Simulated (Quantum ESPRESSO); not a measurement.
Runs of Quantum ESPRESSO 7.5 on Hf. The structure is cubic, space group Im-3m (No. 229). Conventional cell: a = 3.610 Å, b = 3.610 Å, c = 3.610 Å, α = 90.00°, β = 90.00°, γ = 90.00°. Hf (site symmetry m-3m) is surrounded by 8 Hf at 3.13 Å. This isn't the form of Hf at room conditions, which is hcp.

```csv
level,potentials or basis,cell,cutoff (eV),ASE optimiser,dispersion computed by,most ionic steps,forc conv thr,etot conv thr,gap on the mesh (eV),pressure (GPa),relaxed volume (Å³/atom)
PBE+D3(BJ),PseudoDojo 0.4.1 SR PBE standard,relaxed,789,LBFGS,-,-,-,-,none,0.0,21.72
PBE+D4,PseudoDojo 0.4.1 SR PBE standard,relaxed,789,LBFGS,dftd4 4.3.1 through ASE,-,-,-,none,0.1,(a)
PBEsol,GBRV 1.5 PBEsol,relaxed to 0.3 kbar,612,-,-,40,0.0004 Ry/bohr,1e-05 Ry,none,-0.2,-
PBEsol,PseudoDojo 0.4 SR PBEsol stringent,relaxed to 0.3 kbar,1796,-,-,40,0.0004 Ry/bohr,1e-05 Ry,none,0.0,-
PBE+D3,PseudoDojo 0.4.1 SR PBE standard,relaxed,789,BFGS,-,-,-,-,none,0.0,(b)
PBE+D3M(BJ),PseudoDojo 0.4.1 SR PBE standard,relaxed,789,FIRE,-,-,-,-,none,-0.2,17.65
PBE+D2,PseudoDojo 0.4.1 SR PBE standard,relaxed,789,FIRE,-,-,-,-,none,0.0,22.27
PBE,PseudoDojo 0.4.1 SR PBE standard,relaxed,789,FIRE,-,-,-,-,none,0.0,22.33
```

Alike in all rows: task relaxation of cell and atoms; no spin polarisation; k mesh 10 × 10 × 10; smearing fermi-dirac 0.05 eV.

Estimate the missing entries.

(a) 21.99; (b) 21.62.

Caveats: pairwise dispersion overbinds metals, which lowers pressure and volume (some runs); the volume moved by over 15 % at a fixed basis, so the end points are rough (some runs).

A k mesh can miss the band edges, and the runs leave out spin-orbit coupling on Hf.

A gap of «none» marks a metal or a gap under the smearing width.

The runs don't all hold the same shells in valence.
